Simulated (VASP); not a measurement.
# Ge (P6_3/mmc) in VASP: further runs

Runs on Ge. Level: PBE. Tasks: single point.

Everything below comes from runs of VASP 6.6.1. Logs are shortened: lines on timing, memory, paths and dates and some standing lists are left out, and cuts for length are marked.

## 1. The crystal as given

It takes space group P6_3/mmc (No. 194, hexagonal). The conventional cell has a = 4.058 Å, b = 4.058 Å, c = 6.693 Å, α = 90.00°, β = 90.00°, γ = 120.00°. Around Ge (site symmetry 3m) lie 4 Ge at 2.49 to 2.51 Å.

This isn't the form of Ge at room conditions, which is diamond.

## 2. Single point, PBE

The input, INCAR:

```
PREC     = Accurate       # precision mode
ENCUT    = 520            # plane-wave cutoff, eV
EDIFF    = 1E-6           # SCF threshold, eV
ISMEAR   = 0              # smearing method
SIGMA    = 0.1            # smearing width, eV
LREAL    = F              # projectors in reciprocal space
LASPH    = T              # aspherical terms in the spheres
NELM     = 100            # most SCF steps
ALGO     = Fast           # electronic algorithm
ISIF     = 2              # what is computed and relaxed
LWAVE    = F              # write WAVECAR
LCHARG   = F              # write CHGCAR
GGA      = PE             # functional
NBANDS   = 36             # bands
```

The input, KPOINTS:

```
Automatic mesh
0
Gamma
  12 12 6
```

The input, POSCAR:

```
Ge
1.0
    4.0581567162      0.0000000000      0.0000000000
   -2.0290783581      3.5144668087      0.0000000000
    0.0000000000      0.0000000000      6.6925282080
Ge
4
Direct
    0.6666666667      0.3333333333      0.0627911823
    0.3333333333      0.6666666667      0.5627911823
    0.6666666667      0.3333333333      0.4372088177
    0.3333333333      0.6666666667      0.9372088177
```

Potentials or basis: VASP PAW PBE potentials, release 64 (Ge_d).

Launch:

```
> cat potpaw_PBE.64/Ge_d/POTCAR > POTCAR
> mpirun -np 1 vasp_std > vasp.out
```

OUTCAR:

```text
PREC = Accurate
   ENCUT = 520
   EDIFF = 1E-6
   ISMEAR = 0
   LREAL = F
   LASPH = T
   NELM = 100
   ISIF = 2
   GGA = PE

 ion  position               nearest neighbor table
   1  0.667  0.333  0.063-   4 2.49   4 2.49   4 2.49   3 2.51
   2  0.333  0.667  0.563-   3 2.49   3 2.49   3 2.49   4 2.51
   3  0.667  0.333  0.437-   2 2.49   2 2.49   2 2.49   1 2.51
   4  0.333  0.667  0.937-   1 2.49   1 2.49   1 2.49   2 2.51

  LATTYP: Found a hexagonal cell.
 ALAT       =     4.0581567162
 C/A-ratio  =     1.6491546966

  Lattice vectors:

 A1 = (   4.0581567162,   0.0000000000,   0.0000000000)
 A2 = (  -2.0290783581,   3.5144668087,   0.0000000000)
 A3 = (   0.0000000000,   0.0000000000,   6.6925282080)

Analysis of symmetry for initial positions (statically):
=====================================================================
 Subroutine PRICEL returns:
 Original cell was already a primitive cell.

 Routine SETGRP: Setting up the symmetry group for a
 hexagonal supercell.

 Subroutine GETGRP returns: Found 24 space group operations
 (whereof 12 operations were pure point group operations)
 out of a pool of 24 trial point group operations.

The static configuration has the point symmetry D_3d.
 The point group associated with its full space group is D_6h.

Analysis of symmetry for dynamics (positions and initial velocities):
=====================================================================
 Subroutine PRICEL returns:
 Original cell was already a primitive cell.

 Routine SETGRP: Setting up the symmetry group for a
 hexagonal supercell.

 Subroutine GETGRP returns: Found 24 space group operations
 (whereof 12 operations were pure point group operations)
 out of a pool of 24 trial point group operations.

The dynamic configuration has the point symmetry D_3d.
 The point group associated with its full space group is D_6h.

 Subroutine INISYM returns: Found 24 space group operations
 (whereof 12 operations are pure point group operations),
 and found     1 'primitive' translations

----------------------------------------------------------------------------------------

                                     Primitive cell

  volume of cell :      95.4506

  direct lattice vectors                    reciprocal lattice vectors
     4.058156716  0.000000000  0.000000000     0.246417295  0.142269092  0.000000000
    -2.029078358  3.514466809  0.000000000     0.000000000  0.284538183  0.000000000
     0.000000000  0.000000000  6.692528208     0.000000000  0.000000000  0.149420364

  length of vectors
     4.058156716  4.058156716  6.692528208     0.284538183  0.284538183  0.149420364

  position of ions in fractional coordinates (direct lattice)
     0.666666667  0.333333333  0.062791182
     0.333333333  0.666666667  0.562791182
     0.666666667  0.333333333  0.437208818
     0.333333333  0.666666667  0.937208818

  ion indices of the primitive-cell ions
   primitive index   ion index
                 1           1
                 2           2
                 3           3
                 4           4

----------------------------------------------------------------------------------------

 KPOINTS: Automatic mesh

Automatic generation of k-mesh.
 Grid dimensions read from file:
 generate k-points for:   12   12    6

 Generating k-lattice:

  Cartesian coordinates                     Fractional coordinates (reciprocal lattice)
     0.020534775  0.011855758  0.000000000     0.083333333 -0.000000000  0.000000000
     0.000000000  0.023711515  0.000000000     0.000000000  0.083333333  0.000000000
     0.000000000  0.000000000  0.024903394     0.000000000  0.000000000  0.166666667

  Length of vectors
     0.023711515  0.023711515  0.024903394

  Shift w.r.t. Gamma in fractional coordinates (k-lattice)
     0.000000000  0.000000000  0.000000000

 Subroutine IBZKPT returns following result:
 ===========================================

 Found     76 irreducible k-points:

 Following reciprocal coordinates:
            Coordinates               Weight
  0.000000  0.000000  0.000000      1.000000
  0.083333  0.000000  0.000000      6.000000
  0.166667  0.000000  0.000000      6.000000
  0.250000  0.000000  0.000000      6.000000
  0.333333 -0.000000  0.000000      6.000000
  0.416667  0.000000  0.000000      6.000000
[... 16 lines left out ...]
  0.250000  0.000000  0.166667     12.000000
  0.333333 -0.000000  0.166667     12.000000
 [... further k-points ...]
   k-points           NKPTS =     76   k-points in BZ     NKDIM =     76   number of bands    NBANDS=     36
   number of dos      NEDOS =    301   number of ions     NIONS =      4
   total plane-waves  NPLWV =  45000
   dimension x,y,z NGX =    30 NGY =   30 NGZ =   50
   dimension x,y,z NGXF=    60 NGYF=   60 NGZF=  100
   ions per type =               4
   NGX,Y,Z   is equivalent  to a cutoff of  12.29, 12.29, 12.42 a.u.
   NGXF,Y,Z  is equivalent  to a cutoff of  24.58, 24.58, 24.84 a.u.
 SYSTEM =  unknown system
   PREC   = accura    normal or accurate (medium, high low for compatibility)
   ISTART =      0    job   : 0-new  1-cont  2-samecut
   ICHARG =      2    charge: 1-file 2-atom 10-const
   ISPIN  =      1    spin polarized calculation?
   LNONCOLLINEAR =      F non collinear calculations
   LSORBIT =      F    spin-orbit coupling
   LASPH  =      T    aspherical Exc in radial PAW
   ENCUT  =  520.0 eV  38.22 Ry    6.18 a.u.   7.55  7.55 12.44*2*pi/ulx,y,z
   NELM   =    100;   NELMIN=  2; NELMDL= -5     # of ELM steps
   EDIFF  = 0.1E-05   stopping-criterion for ELM
   LREAL  =      F    real-space projection
   EDIFFG = 0.1E-04   stopping-criterion for IOM
   NSW    =      0    number of steps for IOM
   IBRION =     -1    ionic relax: 0-MD 1-quasi-New 2-CG
   NFREE  =      0    steps in history (QN), initial steepest desc. (CG)
   ISIF   =      2    stress and relaxation
   ISYM   =      2    0-nonsym 1-usesym 2-fastsym
   POTIM  = 0.5000    time-step for ionic-motion
   TEBEG  =    0.0;   TEEND  =   0.0 temperature during run
   PSTRESS=    0.0 pullay stress
   NELECT =      56.0000    total number of electrons
   NUPDOWN=      -1.0000    fix difference up-down
   EMIN   =  10.00;   EMAX   =-10.00  energy-range for DOS
   EFERMI =   0.00;   METHOD = LEGACY
   ISMEAR =     0;   SIGMA  =   0.10  broadening in eV -4-tet -1-fermi 0-gaus
   EFERMI_NEDOS =   21; number of points for ismear=-14 and -15
   IALGO  =     68    algorithm
   IMIX   =      4    mixing-type and parameters
     AMIX     =   0.40;   BMIX     =  1.00
     AMIX_MAG =   1.60;   BMIX_MAG =  1.00
  volume/ion in A,a.u.               =      23.86       161.03
  Fermi-wavevector in a.u.,A,eV,Ry     =   1.370497  2.589863 25.555298  1.878261
  Thomas-Fermi vector in A             =   2.496278
   LORBIT       =      0    0 simple, 1 ext, 2 COOP (PROOUT), +10 PAW based schemes
   GGA     = PE    functional components
   LHFCALC =     F    Hartree Fock is set to
   AEXX    =    0.0000 exact exchange contribution
   IVDW    =     0    specifies the selected vdW correction
   LEPSILON=     F    determine dielectric tensor
   LRPA    =     F    only Hartree local field effects (RPA)
 non-spin polarized calculation
 RMM-DIIS sequential band-by-band and
 Gauss-broadening in eV      SIGMA  =   0.10
  energy-cutoff  :      520.00
  volume of cell :       95.45
 maximum number of plane-waves:      2595
   NGX = 15   NGY = 15   NGZ = 25

 number of electron      55.9999982 magnetization

 Free energy of the ion-electron system (eV)
  ---------------------------------------------------
  ext. energy  EPLUGINS =         0.00000000
  ---------------------------------------------------
  free energy    TOTEN  =       -18.00269264 eV

  energy without entropy =      -18.00210946  energy(sigma->0) =      -18.00240105

 E-fermi :   4.5485     XC(G=0):  -9.6723

 val. band max:        4.4959104763   @ k =   0.0833   0.0000   0.0000
 cond. band min:       4.6482608525   @ k =   0.0000   0.0000   0.0000
 fundamental gap:      0.1523503763
 Fermi energy:         4.5485369295

 k-point     1 :       0.0000    0.0000    0.0000
  band No.  band energies     occupation
      1     -20.2881      2.00000
      2     -20.2881      2.00000
      3     -20.2547      2.00000
      4     -20.2545      2.00000
      5     -20.2545      2.00000
      6     -20.2421      2.00000
[... 28 lines left out ...]
     35       9.0069      0.00000
     36      10.6172      0.00000

 k-point     2 :       0.0833    0.0000    0.0000
  band No.  band energies     occupation
      1     -20.2923      2.00000
      2     -20.2895      2.00000
      3     -20.2587      2.00000
      4     -20.2568      2.00000
      5     -20.2545      2.00000
      6     -20.2369      2.00000
[... 28 lines left out ...]
     35       9.3007      0.00000
     36      11.0603      0.00000

 k-point     3 :       0.1667    0.0000    0.0000
  band No.  band energies     occupation
      1     -20.2995      2.00000
      2     -20.2923      2.00000
      3     -20.2663      2.00000
      4     -20.2618      2.00000
      5     -20.2536      2.00000
      6     -20.2289      2.00000
[... 28 lines left out ...]
     35      10.0682      0.00000
     36      10.3597      0.00000

 k-point     4 :       0.2500    0.0000    0.0000
  band No.  band energies     occupation
      1     -20.3043      2.00000
      2     -20.2948      2.00000
      3     -20.2745      2.00000
      4     -20.2669      2.00000
      5     -20.2503      2.00000
      6     -20.2226      2.00000
[... 28 lines left out ...]
     35      10.6382      0.00000
     36      11.1317      0.00000

 k-point     5 :       0.3333   -0.0000    0.0000
  band No.  band energies     occupation
      1     -20.3055      2.00000
      2     -20.2962      2.00000
      3     -20.2823      2.00000
      4     -20.2708      2.00000
      5     -20.2439      2.00000
      6     -20.2183      2.00000
[... 655 lines left out ...]
 k-point    22 :       0.1667    0.0000    0.1667
  band No.  band energies     occupation
      1     -20.2972      2.00000
      2     -20.2907      2.00000
      3     -20.2651      2.00000
      4     -20.2648      2.00000
      5     -20.2565      2.00000
      6     -20.2298      2.00000
[... 28 lines left out ...]
     35       9.8687      0.00000
     36      10.7537      0.00000

 k-point    23 :       0.2500    0.0000    0.1667
  band No.  band energies     occupation
      1     -20.3016      2.00000
      2     -20.2933      2.00000
      3     -20.2726      2.00000
      4     -20.2694      2.00000
      5     -20.2531      2.00000
      6     -20.2234      2.00000
[... 28 lines left out ...]
     35      10.6477      0.00000
     36      10.8799      0.00000

 k-point    24 :       0.3333   -0.0000    0.1667
  band No.  band energies     occupation
      1     -20.3025      2.00000
      2     -20.2948      2.00000
      3     -20.2799      2.00000
      4     -20.2730      2.00000
      5     -20.2466      2.00000
      6     -20.2188      2.00000
[... 28 lines left out ...]
     35      11.3872      0.00000
     36      11.9555      0.00000

 [... further k-points ...]

------------------------ aborting loop because EDIFF is reached ----------------------------------------

  FORCE on cell =-STRESS in cart. coord.  units (eV):
  Direction    XX          YY          ZZ          XY          YZ          ZX
  --------------------------------------------------------------------------------------
  -------------------------------------------------------------------------------------
  Total       -0.0391525     -0.0391525     -0.0293066      0.0000000      0.0000000      0.0000000
  in kB       -0.6571903     -0.6571903     -0.4919238      0.0000000      0.0000000      0.0000000
  external PRESSURE =      -0.6021014 kB  Pullay stress =       0.0000000 kB

 VOLUME and BASIS-vectors are now :
 -----------------------------------------------------------------------------
  energy-cutoff  :      520.00
  volume of cell :       95.45
      direct lattice vectors                 reciprocal lattice vectors
     4.058156716  0.000000000  0.000000000     0.246417295  0.142269092  0.000000000
    -2.029078358  3.514466809  0.000000000     0.000000000  0.284538183  0.000000000
     0.000000000  0.000000000  6.692528208     0.000000000  0.000000000  0.149420364

 POSITION                                       TOTAL-FORCE (eV/Angst)
 -----------------------------------------------------------------------------------
      2.02908      1.17149      0.42023        -0.000000     -0.000000      0.000264
     -0.00000      2.34298      3.76650         0.000000      0.000000      0.000264
      2.02908      1.17149      2.92603        -0.000000      0.000000     -0.000264
     -0.00000      2.34298      6.27230         0.000000     -0.000000     -0.000264
 -----------------------------------------------------------------------------------
    total drift:                               -0.000000      0.000000     -0.000000

  FREE ENERGIE OF THE ION-ELECTRON SYSTEM (eV)
  ---------------------------------------------------
  free  energy   TOTEN  =       -18.0026926406 eV

  energy  without entropy=      -18.0021094563  energy(sigma->0) =      -18.00240105
```

It took 4.1 min on 1 thread of Intel Xeon Platinum 8488C (Sapphire Rapids), shared host; peak memory 0.32 GiB.

What came out:

- Free energy: -18.0027 eV
- Pressure: -0.1 GPa
- Band gap on the k mesh: none (metal or under the smearing width)

## 3. Single point, PBE

The input, INCAR:

```
PREC = Accurate
ENCUT = 520
EDIFF = 1E-6
ISMEAR = 0
SIGMA = 0.01
LREAL = False
LASPH = True
NELM = 100
ALGO = Fast
ISIF = 2
LWAVE = False
LCHARG = False
GGA = PE
NBANDS = 36
```

KPOINTS is that of step 2.

POSCAR is that of step 2.

Potentials or basis: VASP PAW PBE potentials, release 64 (Ge_d).

Launch:

```
> cat potpaw_PBE.64/Ge_d/POTCAR > POTCAR
> mpirun -np 1 vasp_std > vasp.out
```

It took 3.7 min on 1 thread of Intel Xeon Platinum 8488C (Sapphire Rapids), shared host; peak memory 0.32 GiB.

It converged, with:

* Free energy: -18.0023 eV
* Pressure: -0.1 GPa
* Band gap on the k mesh: none (metal or under the smearing width)

Levels at points of the mesh, in eV from the Fermi level:
```tsv
k point	band 26	band 27	band 28	band 29	band 30	band 31
(0.00, 0.00, 0.00)	-0.36	-0.15	-0.10	0.15	0.15	2.31
(0.50, 0.00, 0.00)	-2.87	-2.60	-1.33	0.63	1.57	3.62
(0.00, 0.00, 0.50)	-0.77	-0.77	-0.77	0.59	0.59	3.37
(0.50, 0.00, 0.50)	-2.39	-2.25	-2.25	0.55	0.55	2.20
```

## 4. Single point, PBE

The input, INCAR:

```
SYSTEM = Ge
ALGO = Fast ; EDIFF = 1E-7
ENCUT = 520 ; GGA = PE
ISIF = 2 ; ISMEAR = 0
LASPH = .True. ; LCHARG = .False.
LREAL = .False. ; LWAVE = .False.
NBANDS = 36 ; NELM = 100
PREC = Accurate ; SIGMA = 0.1
```

The input, KPOINTS:

```
k-points
0
Gamma
  12 12 6
  0 0 0
```

POSCAR is that of step 3.

Launch:

```
> cat potpaw_PBE.64/Ge_d/POTCAR > POTCAR
> mpirun -np 1 vasp_std > vasp.out
```

Run time: 2.2 min. Hardware: 1 thread of Intel Xeon 6975P-C (Granite Rapids), shared host; peak memory 0.31 GiB.

It converged, with:

```
Free energy            : -18.0027 eV
Pressure               : 0.0 GPa
Band gap on the k mesh : none (metal or under the smearing width)
```

Levels at points of the mesh, in eV from the Fermi level:
```
           k point  band 25  band 26  band 27  band 28  band 29  band 30  band 31  band 32
(0.00, 0.00, 0.00)    -1.42    -0.41    -0.20    -0.15     0.10     0.10     2.26     2.26
(0.50, 0.00, 0.00)    -4.35    -2.92    -2.65    -1.38     0.58     1.52     3.57     3.69
(0.00, 0.00, 0.50)    -0.82    -0.82    -0.82    -0.82     0.54     0.54     3.33     3.33
(0.50, 0.00, 0.50)    -2.44    -2.44    -2.30    -2.30     0.50     0.50     2.15     2.15
```

## 5. The runs side by side

| smearing | further INCAR settings | gap on the mesh (eV) | pressure (GPa) |
| --- | --- | --- | --- |
| gaussian 0.1 eV | ALGO = Fast; EDIFF = 1e-06; NBANDS = 36 | none | -0.1 |
| gaussian 0.01 eV | ALGO = Fast; EDIFF = 1e-06; NBANDS = 36 | none | -0.1 |
| gaussian 0.1 eV | ALGO = Fast; EDIFF = 1e-07; NBANDS = 36 | none | 0.0 |

Alike in all rows: task single point; level PBE; potentials or basis VASP PAW PBE potentials, release 64 (Ge_d); no spin polarisation; cell as given; k mesh 12 × 12 × 6; cutoff (eV) 520.

Every run on the cell as given and a fine mesh finds a metal.

Absolute energies hang on the potentials; compare differences alone.
